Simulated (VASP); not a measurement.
# NaCl (Fm-3m) in VASP: band structure with PBE

Aim: the band structure of NaCl with PBE.

Program: VASP 6.6.1. These are calculated values, not measurements. Logs are shortened: lines on timing, memory, paths and dates and some standing lists are left out, and cuts for length are marked.

## (1) Starting point

It takes space group Fm-3m (No. 225, cubic). The conventional cell has a = 5.696 Å, b = 5.696 Å, c = 5.696 Å, α = 90.00°, β = 90.00°, γ = 90.00°. Na (site symmetry m-3m) has 6 Cl at 2.85 Å as nearest neighbours. Around Cl (site symmetry m-3m) lie 6 Na at 2.85 Å.

The cell was built by a generator and needn't be a form met in nature.

## (2) Band structure, PBE

INCAR

```
ALGO = Normal
EDIFF = 1E-7
ENCUT = 700
GGA = PE
ISIF = 2
ISMEAR = 0
LASPH = T
LCHARG = F
LREAL = F
LWAVE = F
NBANDS = 14
NELM = 60
PREC = Accurate
SIGMA = 0.02
```

KPOINTS

```
k-points
0
Gamma
  8 8 8
```

POSCAR

```
NaCl                                    
1.0
    0.0000000000      2.8479829240      2.8479829240
    2.8479829240      0.0000000000      2.8479829240
    2.8479829240      2.8479829240      0.0000000000
  Na              Cl            
     1     1
Direct
     0.0000000000000000    0.0000000000000000    0.0000000000000000
     0.5000000000000000    0.5000000000000000    0.5000000000000000
```

KPOINTS_OPT

```
path GXWKGLUWLK,UX
10
line-mode
reciprocal
 0.0000000000  0.0000000000  0.0000000000  G
 0.5000000000  0.0000000000  0.5000000000  X

 0.5000000000  0.0000000000  0.5000000000  X
 0.5000000000  0.2500000000  0.7500000000  W

 0.5000000000  0.2500000000  0.7500000000  W
 0.3750000000  0.3750000000  0.7500000000  K

 0.3750000000  0.3750000000  0.7500000000  K
 0.0000000000  0.0000000000  0.0000000000  G

 0.0000000000  0.0000000000  0.0000000000  G
 0.5000000000  0.5000000000  0.5000000000  L

 0.5000000000  0.5000000000  0.5000000000  L
 0.6250000000  0.2500000000  0.6250000000  U

 0.6250000000  0.2500000000  0.6250000000  U
 0.5000000000  0.2500000000  0.7500000000  W

 0.5000000000  0.2500000000  0.7500000000  W
 0.5000000000  0.5000000000  0.5000000000  L

 0.5000000000  0.5000000000  0.5000000000  L
 0.3750000000  0.3750000000  0.7500000000  K

 0.6250000000  0.2500000000  0.6250000000  U
 0.5000000000  0.0000000000  0.5000000000  X
```

Potentials or basis: VASP PAW PBE potentials, release 64 (Na_pv, Cl).

The run is started by

```
$ cat potpaw_PBE.64/Na_pv/POTCAR potpaw_PBE.64/Cl/POTCAR > POTCAR
$ mpirun -np 1 vasp_std > vasp.out
```

OUTCAR:

```text
EDIFF = 1E-7
   ENCUT = 700
   GGA = PE
   ISIF = 2
   ISMEAR = 0
   LASPH = T
   LREAL = F
   NELM = 60
   PREC = Accurate

 ion  position               nearest neighbor table
   1  0.000  0.000  0.000-
   2  0.500  0.500  0.500-

  LATTYP: Found a face centered cubic cell.
 ALAT       =     5.6959658480

  Lattice vectors:

 A1 = (   0.0000000000,   2.8479829240,   2.8479829240)
 A2 = (   2.8479829240,   0.0000000000,   2.8479829240)
 A3 = (   2.8479829240,   2.8479829240,   0.0000000000)

Analysis of symmetry for initial positions (statically):
=====================================================================
 Subroutine PRICEL returns:
 Original cell was already a primitive cell.

 Routine SETGRP: Setting up the symmetry group for a
 face centered cubic supercell.

 Subroutine GETGRP returns: Found 48 space group operations
 (whereof 48 operations were pure point group operations)
 out of a pool of 48 trial point group operations.

The static configuration has the point symmetry O_h .

Analysis of symmetry for dynamics (positions and initial velocities):
=====================================================================
 Subroutine PRICEL returns:
 Original cell was already a primitive cell.

 Routine SETGRP: Setting up the symmetry group for a
 face centered cubic supercell.

 Subroutine GETGRP returns: Found 48 space group operations
 (whereof 48 operations were pure point group operations)
 out of a pool of 48 trial point group operations.

The dynamic configuration has the point symmetry O_h .

 Subroutine INISYM returns: Found 48 space group operations
 (whereof 48 operations are pure point group operations),
 and found     1 'primitive' translations

----------------------------------------------------------------------------------------

                                     Primitive cell

  volume of cell :      46.2000

  direct lattice vectors                    reciprocal lattice vectors
     0.000000000  2.847982924  2.847982924    -0.175562850  0.175562850  0.175562850
     2.847982924  0.000000000  2.847982924     0.175562850 -0.175562850  0.175562850
     2.847982924  2.847982924  0.000000000     0.175562850  0.175562850 -0.175562850

  length of vectors
     4.027656077  4.027656077  4.027656077     0.304083777  0.304083777  0.304083777

  position of ions in fractional coordinates (direct lattice)
     0.000000000  0.000000000  0.000000000
     0.500000000  0.500000000  0.500000000

  ion indices of the primitive-cell ions
   primitive index   ion index
                 1           1
                 2           2

----------------------------------------------------------------------------------------

 KPOINTS: k-points

Automatic generation of k-mesh.
 Grid dimensions read from file:
 generate k-points for:    8    8    8

 Generating k-lattice:

  Cartesian coordinates                     Fractional coordinates (reciprocal lattice)
    -0.021945356  0.021945356  0.021945356     0.125000000  0.000000000  0.000000000
     0.021945356 -0.021945356  0.021945356     0.000000000  0.125000000  0.000000000
     0.021945356  0.021945356 -0.021945356     0.000000000  0.000000000  0.125000000

  Length of vectors
     0.038010472  0.038010472  0.038010472

  Shift w.r.t. Gamma in fractional coordinates (k-lattice)
     0.000000000  0.000000000  0.000000000

 Subroutine IBZKPT returns following result:
 ===========================================

 Found     29 irreducible k-points:

 Following reciprocal coordinates:
            Coordinates               Weight
  0.000000  0.000000  0.000000      1.000000
  0.125000  0.000000  0.000000      8.000000
  0.250000  0.000000  0.000000      8.000000
  0.375000  0.000000  0.000000      8.000000
  0.500000  0.000000  0.000000      4.000000
  0.125000  0.125000  0.000000      6.000000
[... 16 lines left out ...]
  0.500000  0.250000  0.125000     48.000000
 -0.375000  0.250000  0.125000     24.000000
 [... further k-points ...]
   k-points           NKPTS =     29   k-points in BZ     NKDIM =     29   number of bands    NBANDS=     14
   number of dos      NEDOS =    301   number of ions     NIONS =      2
   total plane-waves  NPLWV =  46656
   dimension x,y,z NGX =    36 NGY =   36 NGZ =   36
   dimension x,y,z NGXF=    72 NGYF=   72 NGZF=   72
   ions per type =               1   1
   NGX,Y,Z   is equivalent  to a cutoff of  14.86, 14.86, 14.86 a.u.
   NGXF,Y,Z  is equivalent  to a cutoff of  29.72, 29.72, 29.72 a.u.
 SYSTEM =  unknown system
   PREC   = accura    normal or accurate (medium, high low for compatibility)
   ISTART =      0    job   : 0-new  1-cont  2-samecut
   ICHARG =      2    charge: 1-file 2-atom 10-const
   ISPIN  =      1    spin polarized calculation?
   LNONCOLLINEAR =      F non collinear calculations
   LSORBIT =      F    spin-orbit coupling
   LASPH  =      T    aspherical Exc in radial PAW
   ENCUT  =  700.0 eV  51.45 Ry    7.17 a.u.   8.69  8.69  8.69*2*pi/ulx,y,z
   NELM   =     60;   NELMIN=  2; NELMDL= -5     # of ELM steps
   EDIFF  = 0.1E-06   stopping-criterion for ELM
   LREAL  =      F    real-space projection
   EDIFFG = 0.1E-05   stopping-criterion for IOM
   NSW    =      0    number of steps for IOM
   IBRION =     -1    ionic relax: 0-MD 1-quasi-New 2-CG
   NFREE  =      0    steps in history (QN), initial steepest desc. (CG)
   ISIF   =      2    stress and relaxation
   ISYM   =      2    0-nonsym 1-usesym 2-fastsym
   POTIM  = 0.5000    time-step for ionic-motion
   TEBEG  =    0.0;   TEEND  =   0.0 temperature during run
   PSTRESS=    0.0 pullay stress
   NELECT =      14.0000    total number of electrons
   NUPDOWN=      -1.0000    fix difference up-down
   EMIN   =  10.00;   EMAX   =-10.00  energy-range for DOS
   EFERMI =   0.00;   METHOD = LEGACY
   ISMEAR =     0;   SIGMA  =   0.02  broadening in eV -4-tet -1-fermi 0-gaus
   EFERMI_NEDOS =   21; number of points for ismear=-14 and -15
   IALGO  =     38    algorithm
   IMIX   =      4    mixing-type and parameters
     AMIX     =   0.40;   BMIX     =  1.00
     AMIX_MAG =   1.60;   BMIX_MAG =  1.00
  volume/ion in A,a.u.               =      23.10       155.89
  Fermi-wavevector in a.u.,A,eV,Ry     =   1.099605  2.077953 16.451235  1.209132
  Thomas-Fermi vector in A             =   2.236003
   LORBIT       =      0    0 simple, 1 ext, 2 COOP (PROOUT), +10 PAW based schemes
   GGA     = PE    functional components
   LHFCALC =     F    Hartree Fock is set to
   AEXX    =    0.0000 exact exchange contribution
   IVDW    =     0    specifies the selected vdW correction
   LEPSILON=     F    determine dielectric tensor
   LRPA    =     F    only Hartree local field effects (RPA)
 non-spin polarized calculation
 Gauss-broadening in eV      SIGMA  =   0.02
  energy-cutoff  :      700.00
  volume of cell :       46.20
 maximum number of plane-waves:      1964
   NGX = 17   NGY = 17   NGZ = 17

 number of electron      14.0000006 magnetization

 Free energy of the ion-electron system (eV)
  ---------------------------------------------------
  ext. energy  EPLUGINS =         0.00000000
  ---------------------------------------------------
  free energy    TOTEN  =        -6.77802463 eV

  energy without entropy =       -6.77802463  energy(sigma->0) =       -6.77802463

 E-fermi :  -0.7061     XC(G=0):  -8.0402

 val. band max:       -0.8994741707   @ k =   0.0000   0.0000   0.0000
 cond. band min:       4.0961024294   @ k =   0.0000   0.0000   0.0000
 fundamental gap:      4.9955766001
 Fermi energy:        -0.7061464603

 k-point     1 :       0.0000    0.0000    0.0000
  band No.  band energies     occupation
      1     -21.7770      2.00000
      2     -21.7770      2.00000
      3     -21.7770      2.00000
      4     -13.4930      2.00000
      5      -0.8995      2.00000
      6      -0.8995      2.00000
      7      -0.8995      2.00000
      8       4.0961      0.00000
      9      10.1888      0.00000
     10      10.1888      0.00000
     11      10.1888      0.00000
     12      12.3110      0.00000
     13      12.3110      0.00000
     14      13.8693      0.00000

 k-point     2 :       0.1250    0.0000    0.0000
  band No.  band energies     occupation
      1     -21.7807      2.00000
      2     -21.7773      2.00000
      3     -21.7773      2.00000
      4     -13.4500      2.00000
      5      -1.2510      2.00000
      6      -0.9376      2.00000
      7      -0.9376      2.00000
      8       4.5797      0.00000
      9       9.6432      0.00000
     10      10.3728      0.00000
     11      10.3728      0.00000
     12      12.0372      0.00000
     13      12.0372      0.00000
     14      14.7391      0.00000

 k-point     3 :       0.2500    0.0000    0.0000
  band No.  band energies     occupation
      1     -21.7897      2.00000
      2     -21.7780      2.00000
      3     -21.7780      2.00000
      4     -13.3433      2.00000
      5      -1.9458      2.00000
      6      -1.0269      2.00000
      7      -1.0269      2.00000
      8       5.5523      0.00000
      9       9.0418      0.00000
     10      10.4370      0.00000
     11      10.4370      0.00000
     12      12.2442      0.00000
     13      12.2442      0.00000
     14      14.4823      0.00000

 k-point     4 :       0.3750    0.0000    0.0000
  band No.  band energies     occupation
      1     -21.7986      2.00000
      2     -21.7786      2.00000
      3     -21.7786      2.00000
      4     -13.2324      2.00000
      5      -2.5196      2.00000
      6      -1.1125      2.00000
      7      -1.1125      2.00000
      8       6.1907      0.00000
      9       9.1686      0.00000
     10      10.1390      0.00000
     11      10.1390      0.00000
     12      13.5709      0.00000
     13      13.5709      0.00000
     14      13.9867      0.00000

 k-point     5 :       0.5000    0.0000    0.0000
  band No.  band energies     occupation
      1     -21.8022      2.00000
      2     -21.7789      2.00000
      3     -21.7789      2.00000
      4     -13.1852      2.00000
      5      -2.7353      2.00000
      6      -1.1470      2.00000
      7      -1.1470      2.00000
      8       6.3205      0.00000
      9       9.4851      0.00000
     10       9.9993      0.00000
     11       9.9993      0.00000
[... 276 lines left out ...]
 k-point    22 :       0.3750    0.2500    0.1250
  band No.  band energies     occupation
      1     -21.7911      2.00000
      2     -21.7818      2.00000
      3     -21.7791      2.00000
      4     -13.2731      2.00000
      5      -2.0865      2.00000
      6      -1.3400      2.00000
      7      -1.1361      2.00000
      8       6.3813      0.00000
      9       8.4414      0.00000
     10       9.5559      0.00000
     11      11.1764      0.00000
     12      11.5966      0.00000
     13      13.7446      0.00000
     14      16.8822      0.00000

 k-point    23 :       0.5000    0.2500    0.1250
  band No.  band energies     occupation
      1     -21.7954      2.00000
      2     -21.7837      2.00000
      3     -21.7801      2.00000
      4     -13.1902      2.00000
      5      -2.3619      2.00000
      6      -1.5481      2.00000
      7      -1.2374      2.00000
      8       7.1483      0.00000
      9       8.5617      0.00000
     10       8.9764      0.00000
     11      10.9016      0.00000
     12      12.7031      0.00000
     13      14.9691      0.00000
     14      15.4622      0.00000

 k-point    24 :      -0.3750    0.2500    0.1250
  band No.  band energies     occupation
      1     -21.7973      2.00000
      2     -21.7841      2.00000
      3     -21.7808      2.00000
      4     -13.1552      2.00000
      5      -2.4724      2.00000
      6      -1.6215      2.00000
      7      -1.2880      2.00000
      8       7.3540      0.00000
      9       8.5074      0.00000
     10       9.2462      0.00000
     11      10.7224      0.00000
     12      13.2971      0.00000
     13      14.5177      0.00000
     14      15.5693      0.00000

 [... further k-points ...]

------------------------ aborting loop because EDIFF is reached ----------------------------------------

  FORCE on cell =-STRESS in cart. coord.  units (eV):
  Direction    XX          YY          ZZ          XY          YZ          ZX
  --------------------------------------------------------------------------------------
  -------------------------------------------------------------------------------------
  Total       -0.0002460     -0.0002460     -0.0002460      0.0000000     -0.0000000      0.0000000
  in kB       -0.0085323     -0.0085323     -0.0085323      0.0000000     -0.0000000      0.0000000
  external PRESSURE =      -0.0085323 kB  Pullay stress =       0.0000000 kB

 VOLUME and BASIS-vectors are now :
 -----------------------------------------------------------------------------
  energy-cutoff  :      700.00
  volume of cell :       46.20
      direct lattice vectors                 reciprocal lattice vectors
     0.000000000  2.847982924  2.847982924    -0.175562850  0.175562850  0.175562850
     2.847982924  0.000000000  2.847982924     0.175562850 -0.175562850  0.175562850
     2.847982924  2.847982924  0.000000000     0.175562850  0.175562850 -0.175562850

 POSITION                                       TOTAL-FORCE (eV/Angst)
 -----------------------------------------------------------------------------------
      0.00000      0.00000      0.00000         0.000000      0.000000      0.000000
      2.84798      2.84798      2.84798         0.000000     -0.000000     -0.000000
 -----------------------------------------------------------------------------------
    total drift:                                0.000000      0.000000      0.000000

  FREE ENERGIE OF THE ION-ELECTRON SYSTEM (eV)
  ---------------------------------------------------
  free  energy   TOTEN  =        -6.7780246338 eV

  energy  without entropy=       -6.7780246338  energy(sigma->0) =       -6.77802463
```

It took 1.9 min on 1 thread of Intel Xeon Platinum 8375C at 2.90GHz (Ice Lake), shared host; peak memory 0.22 GiB.

Results:

```yaml
Free_energy: -6.7780 eV
Pressure: 0.0 GPa
Band_gap_on_the_k_mesh: 5.00 eV, direct
Band_gap_along_the_path: 5.00 eV, direct
```

Levels at the corners of the path, in eV from the valence-band top:
```tsv
point	band 5	band 6	band 7	band 8	band 9	band 10
Γ	0.00	0.00	0.00	5.00	11.09	11.09
X	-1.58	-0.57	-0.57	7.45	8.10	11.11
X	-1.58	-0.57	-0.57	7.45	8.10	11.11
W	-1.13	-1.13	-0.71	8.70	9.62	9.62
W	-1.13	-1.13	-0.71	8.70	9.62	9.62
K	-1.34	-1.06	-0.47	8.17	8.95	10.41
K	-1.34	-1.06	-0.47	8.17	8.95	10.41
Γ	0.00	0.00	0.00	5.00	11.09	11.09
Γ	0.00	0.00	0.00	5.00	11.09	11.09
L	-1.84	-0.25	-0.25	7.22	10.38	10.90
L	-1.84	-0.25	-0.25	7.22	10.38	10.90
U	-1.34	-1.06	-0.47	8.17	8.95	10.41
U	-1.34	-1.06	-0.47	8.17	8.95	10.41
W	-1.13	-1.13	-0.71	8.70	9.62	9.62
W	-1.13	-1.13	-0.71	8.70	9.62	9.62
L	-1.84	-0.25	-0.25	7.22	10.38	10.90
L	-1.84	-0.25	-0.25	7.22	10.38	10.90
K	-1.34	-1.06	-0.47	8.17	8.95	10.41
U	-1.34	-1.06	-0.47	8.17	8.95	10.41
X	-1.58	-0.57	-0.57	7.45	8.10	11.11
```

PBE gaps usually lie below the measured ones, often by a third to a half.
